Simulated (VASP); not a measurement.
# From VASP inputs to Ansatz: CaSe (strained rocksalt)

INCAR

```
EDIFF = 1E-7
PREC = Accurate
NSW = 0
ISIF = 2
LWAVE = .FALSE.
ISMEAR = -1
LASPH = .TRUE.
LREAL = .FALSE.
GGA = PE
IBRION = -1
NBANDS = 15
NELM = 120
SIGMA = 0.02
LCHARG = .FALSE.
ENCUT = 520
```

KPOINTS

```
KPOINTS created by Atomic Simulation Environment
0
Gamma
8 8 8
0 0 0
```

KPOINTS_OPT

```
special points
6
Reciprocal
0.0000000000 0.0000000000 0.0000000000 1
0.5000000000 0.0000000000 0.5000000000 1
0.6250000000 0.2500000000 0.6250000000 1
0.3750000000 0.3750000000 0.7500000000 1
0.5000000000 0.5000000000 0.5000000000 1
0.5000000000 0.2500000000 0.7500000000 1
```

POSCAR

```
Ca Se
 1.0000000000000000
     0.0000000000000000    2.9675351117000002    3.0868300232000001
     2.9675351117000002    0.0000000000000000    3.0868300232000001
     2.9675351117000002    2.9675351117000002    0.0000000000000000
 Ca  Se
   1   1
Cartesian
  0.0000000000000000  0.0000000000000000  0.0000000000000000
  2.9675351116999997  2.9675351116999997  3.0868300232000001
```

VASP ran with the recommended PBE PAW datasets (16 valence electrons in the cell).

Problem. Write an Ansatz input for this cell and level of theory.

Solution. 

```yaml
crystal:
  lattice:
    - [0.0, 2.9675351117, 3.0868300232]
    - [2.9675351117, 0.0, 3.0868300232]
    - [2.9675351117, 2.9675351117, 0.0]
  atoms:
    - { symbol: Ca, position: [0.0, 0.0, 0.0] }
    - { symbol: Se, position: [0.5, 0.5, 0.5] }
kpoints:
  mp_grid: { grid: [8, 8, 8] }
  band_path:
    path:
      - [0.0, 0.0, 0.0]
      - [0.5, 0.0, 0.5]
      - [0.625, 0.25, 0.625]
      - [0.375, 0.375, 0.75]
      - [0.5, 0.5, 0.5]
      - [0.5, 0.25, 0.75]
    npoints: 1
hamiltonian:
  xc: pbe
scf:
  occupations: { method: fermi_dirac, width: 0.02 }
  n_extra_bands: 4
output:
  forces: true
  stress: true
  eigenvalues: true
```

Other inputs would serve too.

|  | VASP | Ansatz |
| --- | --- | --- |
| gap between bands v and c | 2.13 eV | 2.14 eV |
| least direct gap | 2.95 eV | 2.95 eV |
| pressure | -0.9 GPa | -1.1 GPa |

The two codes use different PAW datasets and cutoffs. VASP's cell holds 16 valence electrons and Ansatz's 26. Ansatz's stress includes a Pulay correction; VASP's doesn't.
